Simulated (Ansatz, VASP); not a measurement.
# Al2O3 in VASP and in Ansatz

```
CELL_PARAMETERS angstrom
-4.80503 -2.77418 4.37208
4.80503 -2.77418 4.37208
0.00000 5.54837 4.37208
ATOMIC_POSITIONS crystal
Al 0.64790 0.64790 0.64790
Al 0.14790 0.14790 0.64790
Al 0.14790 0.64790 0.14790
Al 0.64790 0.14790 0.14790
Al 0.85210 0.85210 0.85210
Al 0.35210 0.35210 0.85210
Al 0.35210 0.85210 0.35210
Al 0.85210 0.35210 0.35210
Al 0.14790 0.14790 0.14790
Al 0.64790 0.64790 0.14790
Al 0.64790 0.14790 0.64790
Al 0.14790 0.64790 0.64790
Al 0.35210 0.35210 0.35210
Al 0.85210 0.85210 0.35210
Al 0.85210 0.35210 0.85210
Al 0.35210 0.85210 0.85210
O 0.40307 0.59693 0.25000
O 0.90307 0.09693 0.25000
O 0.90307 0.59693 0.75000
O 0.40307 0.09693 0.75000
O 0.40307 0.75000 0.59693
O 0.90307 0.25000 0.59693
O 0.90307 0.75000 0.09693
O 0.40307 0.25000 0.09693
O 0.59693 0.25000 0.40307
O 0.09693 0.75000 0.40307
O 0.09693 0.25000 0.90307
O 0.59693 0.75000 0.90307
O 0.25000 0.40307 0.59693
O 0.75000 0.90307 0.59693
O 0.75000 0.40307 0.09693
O 0.25000 0.90307 0.09693
O 0.75000 0.59693 0.40307
O 0.25000 0.09693 0.40307
O 0.25000 0.59693 0.90307
O 0.75000 0.09693 0.90307
O 0.59693 0.40307 0.75000
O 0.09693 0.90307 0.75000
O 0.09693 0.40307 0.25000
O 0.59693 0.90307 0.25000
```

Alike in both runs: task electric field gradients; functional PBE; k mesh 3 × 3 × 3; no spin polarisation.

```csv
,VASP,Ansatz
version,VASP 6.6.1,Ansatz 0.2.0
potentials or method,"VASP PAW PBE potentials, release 64 (Al, O)","plane-wave PAW, scalar-relativistic"
plane-wave cutoff (eV),520,420
occupations,"gaussian, width 0.01 eV",fixed
valence electrons in the cell,192,192
```

```tsv
	VASP	Ansatz	Ansatz less VASP
gap on the k mesh at the Fermi level (eV)	5.88	5.88	+0.004
rms of the force components (eV/Å)	0.007	0.004	-0.0024
Vzz of the field gradient on the site that differs most (V/Å²)	-39.0	-40.0	-1.00
```

Atom by atom the forces differ by 0.002 eV/Å (rms over components).
